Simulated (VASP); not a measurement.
# SiGe (R-3m) in VASP: notebook

The runs below take SiGe through single point, with PBEsol, r2SCAN.

All numbers are computed with VASP 6.6.1; they aren't measurements. Logs are shortened: lines on timing, memory, paths and dates and some standing lists are left out, and cuts for length are marked.

## (1) The crystal as given

Symmetry: R-3m, No. 166, trigonal system. Conventional cell: a = 3.922 Å, b = 3.922 Å, c = 19.211 Å, α = 90.00°, β = 90.00°, γ = 120.00°. Around Ge (site symmetry 3m) lie 1 Si at 2.40 Å and 3 Ge at 2.42 Å. Si (site symmetry 3m) is surrounded by 3 Si at 2.38 Å and 1 Ge at 2.40 Å.

The cell comes from a database or a generator and needn't be the stable form of this composition.

## (2) Single point, PBEsol

Contents of INCAR:

```
ALGO = Normal ; EDIFF = 1E-6
ENCUT = 520 ; GGA = PS
ISIF = 2 ; ISMEAR = 0
LASPH = True ; LCHARG = True
LELF = True ; LREAL = False
LVHAR = True ; LWAVE = False
NBANDS = 26 ; NELM = 80
PREC = Accurate ; SIGMA = 0.5
```

Contents of KPOINTS:

```
k-points
0
Gamma
  12 12 12
```

Contents of POSCAR:

```
SiGe
1.0
    0.0000000000      2.7730400000      2.7730400000
    2.7730400000      0.0000000000      2.7730400000
    5.5457600000      5.5457600000      0.0003200000
Ge Si
2 2
Direct
    0.0031000000      0.0031000000      0.9953600000
    0.2469000000      0.2469000000      0.1296400000
    0.9970800000      0.9970800000      0.5043700000
    0.2529200000      0.2529200000      0.6206300000
```

Potentials or basis: VASP PAW PBE potentials, release 64 (Ge_d, Si).

Started as:

```console
$ cat potpaw_PBE.64/Ge_d/POTCAR potpaw_PBE.64/Si/POTCAR > POTCAR
$ mpirun -np 1 vasp_std > vasp.out
```

OUTCAR:

```text
EDIFF = 1E-6
   ENCUT = 520
   GGA = PS
   ISIF = 2
   ISMEAR = 0
   LASPH = True
   LREAL = False
   NELM = 80
   PREC = Accurate

 ion  position               nearest neighbor table
   1  0.003  0.003  0.995-   4 2.40   2 2.42   2 2.42   2 2.42
   2  0.247  0.247  0.130-   3 2.40   1 2.42   1 2.42   1 2.42
   3  0.997  0.997  0.504-   4 2.38   4 2.38   4 2.38   2 2.40
   4  0.253  0.253  0.621-   3 2.38   3 2.38   3 2.38   1 2.40

  LATTYP: Found a trigonal (rhomboedric) cell.
 ALAT       =     6.7920104810
 COS(alpha) =     0.8333076868

  Lattice vectors:

 A1 = (   5.5457600000,   2.7727200000,  -2.7727200000)
 A2 = (   2.7727200000,   2.7727200000,  -5.5457600000)
 A3 = (   2.7727200000,   5.5457600000,  -2.7727200000)

Analysis of symmetry for initial positions (statically):
=====================================================================
 Subroutine PRICEL returns:
 Original cell was already a primitive cell.

 Routine SETGRP: Setting up the symmetry group for a
 trigonal (rhombohedral) supercell.

 Subroutine GETGRP returns: Found  4 space group operations
 (whereof  2 operations were pure point group operations)
 out of a pool of 12 trial point group operations.

The static configuration has the point symmetry C_1h.
 The point group associated with its full space group is C_2h.

Analysis of symmetry for dynamics (positions and initial velocities):
=====================================================================
 Subroutine PRICEL returns:
 Original cell was already a primitive cell.

 Routine SETGRP: Setting up the symmetry group for a
 trigonal (rhombohedral) supercell.

 Subroutine GETGRP returns: Found  4 space group operations
 (whereof  2 operations were pure point group operations)
 out of a pool of 12 trial point group operations.

The dynamic configuration has the point symmetry C_1h.
 The point group associated with its full space group is C_2h.

 Subroutine INISYM returns: Found  4 space group operations
 (whereof  2 operations are pure point group operations),
 and found     1 'primitive' translations

----------------------------------------------------------------------------------------

                                     Primitive cell

  volume of cell :      85.2886

  direct lattice vectors                    reciprocal lattice vectors
     0.000000000  2.773040000  2.773040000    -0.180312735  0.180302330  0.180312735
     2.773040000  0.000000000  2.773040000     0.180302330 -0.180312735  0.180312735
     5.545760000  5.545760000  0.000320000     0.090161570  0.090161570 -0.090161570

  length of vectors
     3.921670777  3.921670777  7.842889012     0.312304811  0.312304811  0.156164419

  position of ions in fractional coordinates (direct lattice)
     0.003100000  0.003100000  0.995360000
     0.246900000  0.246900000  0.129640000
     0.997080000  0.997080000  0.504370000
     0.252920000  0.252920000  0.620630000

  ion indices of the primitive-cell ions
   primitive index   ion index
                 1           1
                 2           2
                 3           3
                 4           4

----------------------------------------------------------------------------------------

 KPOINTS: k-points

Automatic generation of k-mesh.
 Grid dimensions read from file:
 generate k-points for:   12   12   12

 Generating k-lattice:

  Cartesian coordinates                     Fractional coordinates (reciprocal lattice)
    -0.015026061  0.015025194  0.015026061     0.083333333  0.000000000 -0.000000000
     0.015025194 -0.015026061  0.015026061     0.000000000  0.083333333 -0.000000000
     0.007513464  0.007513464 -0.007513464     0.000000000  0.000000000  0.083333333

  Length of vectors
     0.026025401  0.026025401  0.013013702

  Shift w.r.t. Gamma in fractional coordinates (k-lattice)
     0.000000000  0.000000000  0.000000000

 Subroutine IBZKPT returns following result:
 ===========================================

 Found    476 irreducible k-points:

 Following reciprocal coordinates:
            Coordinates               Weight
  0.000000  0.000000  0.000000      1.000000
  0.083333  0.000000 -0.000000      4.000000
  0.083333  0.083333  0.166667      2.000000
  0.166667  0.000000  0.000000      4.000000
  0.166667  0.166667  0.333333      2.000000
  0.250000  0.000000 -0.000000      4.000000
[... 16 lines left out ...]
 -0.083333  0.250000 -0.166667      4.000000
  0.333333  0.250000 -0.333333      4.000000
 [... further k-points ...]
   k-points           NKPTS =    476   k-points in BZ     NKDIM =    476   number of bands    NBANDS=     26
   number of dos      NEDOS =    301   number of ions     NIONS =      4
   total plane-waves  NPLWV =  54000
   dimension x,y,z NGX =    30 NGY =   30 NGZ =   60
   dimension x,y,z NGXF=    60 NGYF=   60 NGZF=  120
   ions per type =               2   2
   NGX,Y,Z   is equivalent  to a cutoff of  12.72, 12.72, 12.72 a.u.
   NGXF,Y,Z  is equivalent  to a cutoff of  25.43, 25.43, 25.44 a.u.
 SYSTEM =  unknown system
   PREC   = accura    normal or accurate (medium, high low for compatibility)
   ISTART =      0    job   : 0-new  1-cont  2-samecut
   ICHARG =      2    charge: 1-file 2-atom 10-const
   ISPIN  =      1    spin polarized calculation?
   LNONCOLLINEAR =      F non collinear calculations
   LSORBIT =      F    spin-orbit coupling
   LASPH  =      T    aspherical Exc in radial PAW
   ENCUT  =  520.0 eV  38.22 Ry    6.18 a.u.   7.29  7.29 14.58*2*pi/ulx,y,z
   NELM   =     80;   NELMIN=  2; NELMDL= -5     # of ELM steps
   EDIFF  = 0.1E-05   stopping-criterion for ELM
   LREAL  =      F    real-space projection
   EDIFFG = 0.1E-04   stopping-criterion for IOM
   NSW    =      0    number of steps for IOM
   IBRION =     -1    ionic relax: 0-MD 1-quasi-New 2-CG
   NFREE  =      0    steps in history (QN), initial steepest desc. (CG)
   ISIF   =      2    stress and relaxation
   ISYM   =      2    0-nonsym 1-usesym 2-fastsym
   POTIM  = 0.5000    time-step for ionic-motion
   TEBEG  =    0.0;   TEEND  =   0.0 temperature during run
   PSTRESS=    0.0 pullay stress
   NELECT =      36.0000    total number of electrons
   NUPDOWN=      -1.0000    fix difference up-down
   EMIN   =  10.00;   EMAX   =-10.00  energy-range for DOS
   EFERMI =   0.00;   METHOD = LEGACY
   ISMEAR =     0;   SIGMA  =   0.50  broadening in eV -4-tet -1-fermi 0-gaus
   EFERMI_NEDOS =   21; number of points for ismear=-14 and -15
   IALGO  =     38    algorithm
   IMIX   =      4    mixing-type and parameters
     AMIX     =   0.40;   BMIX     =  1.00
     AMIX_MAG =   1.60;   BMIX_MAG =  1.00
  volume/ion in A,a.u.               =      21.32       143.89
  Fermi-wavevector in a.u.,A,eV,Ry     =   1.228039  2.320657 20.518662  1.508079
  Thomas-Fermi vector in A             =   2.362979
   LORBIT       =      0    0 simple, 1 ext, 2 COOP (PROOUT), +10 PAW based schemes
   GGA     = PS    functional components
   LHFCALC =     F    Hartree Fock is set to
   AEXX    =    0.0000 exact exchange contribution
   IVDW    =     0    specifies the selected vdW correction
   LEPSILON=     F    determine dielectric tensor
   LRPA    =     F    only Hartree local field effects (RPA)
 non-spin polarized calculation
 Gauss-broadening in eV      SIGMA  =   0.50
  energy-cutoff  :      520.00
  volume of cell :       85.29
 maximum number of plane-waves:      2322
 NGX is ok and might be reduce to    30
   NGX = 15   NGY = 15   NGZ = 29

 number of electron      35.9999999 magnetization

 Free energy of the ion-electron system (eV)
  ---------------------------------------------------
  ext. energy  EPLUGINS =         0.00000000
  ---------------------------------------------------
  free energy    TOTEN  =       -21.31783710 eV

  energy without entropy =      -21.28957028  energy(sigma->0) =      -21.30370369

 E-fermi :   5.4974     XC(G=0):  -9.8692

 val. band max:        5.3937048134   @ k =   0.0000   0.0000   0.0000
 cond. band min:       5.7363658727   @ k =   0.4167   0.4167  -0.0000
 fundamental gap:      0.3426610593
 Fermi energy:         5.4973629351

 k-point     1 :       0.0000    0.0000    0.0000
  band No.  band energies     occupation
      1     -19.1976      2.00000
      2     -19.1976      2.00000
      3     -19.1142      2.00000
      4     -19.1142      2.00000
      5     -19.0379      2.00000
      6     -19.0370      2.00000
[... 18 lines left out ...]
     25       8.8687      0.00000
     26      12.1658      0.00000

 k-point     2 :       0.0833    0.0000   -0.0000
  band No.  band energies     occupation
      1     -19.1996      2.00000
      2     -19.1978      2.00000
      3     -19.1116      2.00000
      4     -19.1091      2.00000
      5     -19.0392      2.00000
      6     -19.0357      2.00000
[... 18 lines left out ...]
     25       9.1874      0.00000
     26      12.6196      0.00000

 k-point     3 :       0.0833    0.0833    0.1667
  band No.  band energies     occupation
      1     -19.1995      2.00000
      2     -19.1979      2.00000
      3     -19.1116      2.00000
      4     -19.1091      2.00000
      5     -19.0392      2.00000
      6     -19.0357      2.00000
[... 18 lines left out ...]
     25       9.1872      0.00000
     26      12.6251      0.00000

 k-point     4 :       0.1667    0.0000    0.0000
  band No.  band energies     occupation
      1     -19.2038      2.00000
      2     -19.1971      2.00000
      3     -19.1067      2.00000
      4     -19.0960      2.00000
      5     -19.0468      2.00000
      6     -19.0274      2.00000
[... 18 lines left out ...]
     25       9.9943      0.00000
     26      11.5543      0.00000
[... 496 lines left out ...]
      1     -19.2129      2.00000
      2     -19.1855      2.00000
      3     -19.1020      2.00000
      4     -19.0773      2.00000
      5     -19.0608      2.00000
      6     -19.0039      2.00000
[... 18 lines left out ...]
     25      11.6452      0.00000
     26      12.5619      0.00000

 k-point    23 :      -0.0833    0.2500   -0.1667
  band No.  band energies     occupation
      1     -19.2129      2.00000
      2     -19.1854      2.00000
      3     -19.1020      2.00000
      4     -19.0773      2.00000
      5     -19.0609      2.00000
      6     -19.0039      2.00000
[... 18 lines left out ...]
     25      11.6450      0.00000
     26      12.5616      0.00000

 k-point    24 :       0.3333    0.2500   -0.3333
  band No.  band energies     occupation
      1     -19.2129      2.00000
      2     -19.1855      2.00000
      3     -19.1020      2.00000
      4     -19.0773      2.00000
      5     -19.0608      2.00000
      6     -19.0039      2.00000
[... 18 lines left out ...]
     25      11.6450      0.00000
     26      12.5619      0.00000

 [... further k-points ...]

------------------------ aborting loop because EDIFF is reached ----------------------------------------

  FORCE on cell =-STRESS in cart. coord.  units (eV):
  Direction    XX          YY          ZZ          XY          YZ          ZX
  --------------------------------------------------------------------------------------
  -------------------------------------------------------------------------------------
  Total        0.0121901      0.0121901      0.0121419      0.0121016     -0.0118525     -0.0118525
  in kB        0.2289964      0.2289964      0.2280908      0.2273327     -0.2226530     -0.2226528
  external PRESSURE =       0.2286945 kB  Pullay stress =       0.0000000 kB

 VOLUME and BASIS-vectors are now :
 -----------------------------------------------------------------------------
  energy-cutoff  :      520.00
  volume of cell :       85.29
      direct lattice vectors                 reciprocal lattice vectors
     0.000000000  2.773040000  2.773040000    -0.180312735  0.180302330  0.180312735
     2.773040000  0.000000000  2.773040000     0.180302330 -0.180312735  0.180312735
     5.545760000  5.545760000  0.000320000     0.090161570  0.090161570 -0.090161570

 POSITION                                       TOTAL-FORCE (eV/Angst)
 -----------------------------------------------------------------------------------
      5.52862      5.52862      0.01751        -0.017225     -0.017225      0.016045
      1.40362      1.40362      1.36937         0.017225      0.017225     -0.016045
      5.56206      5.56206      5.53005         0.010502      0.010502     -0.009253
      4.14322      4.14322      1.40291        -0.010502     -0.010502      0.009253
 -----------------------------------------------------------------------------------
    total drift:                               -0.000000     -0.000000      0.000000

  FREE ENERGIE OF THE ION-ELECTRON SYSTEM (eV)
  ---------------------------------------------------
  free  energy   TOTEN  =       -21.3178370972 eV

  energy  without entropy=      -21.2895702848  energy(sigma->0) =      -21.30370369
```

It took 7 min on 1 thread of Intel Xeon 6975P-C (Granite Rapids), shared host; peak memory 0.89 GiB.

What came out:

* Free energy: -21.3178 eV
* Pressure: 0.0 GPa
* Largest force: 0.029 eV/Å
* Band gap on the k mesh: 0.34 eV, indirect (least direct gap 0.46 eV)

Forces on the atoms (eV/Å):
```
Ge  -0.017 -0.017  0.016
Ge   0.017  0.017 -0.016
Si   0.011  0.011 -0.009
Si  -0.011 -0.011  0.009
```

Levels at points of the mesh, in eV from the valence-band top:
| k point | band 16 | band 17 | band 18 | band 19 | band 20 | band 21 |
| --- | --- | --- | --- | --- | --- | --- |
| (0.00, 0.00, 0.00) | -0.11 | 0.00 | 0.00 | 0.46 | 1.67 | 2.29 |
| (0.50, 0.00, 0.00) | -3.09 | -1.42 | -1.37 | 0.47 | 0.53 | 0.70 |
| (0.50, 0.50, 0.00) | -3.09 | -1.42 | -1.37 | 0.47 | 0.53 | 0.70 |
| (0.00, 0.00, 0.50) | -1.24 | -0.62 | -0.62 | 1.18 | 1.28 | 3.00 |
| (0.50, 0.00, 0.50) | -3.72 | -2.61 | -2.23 | 0.94 | 1.70 | 4.05 |
| (0.50, 0.50, 0.50) | -3.72 | -2.61 | -2.23 | 0.94 | 1.70 | 4.05 |

Caveat: the PAW data sets were made with another functional, which shifts forces and pressure a little.

(Part 1 of 2 ends here.)
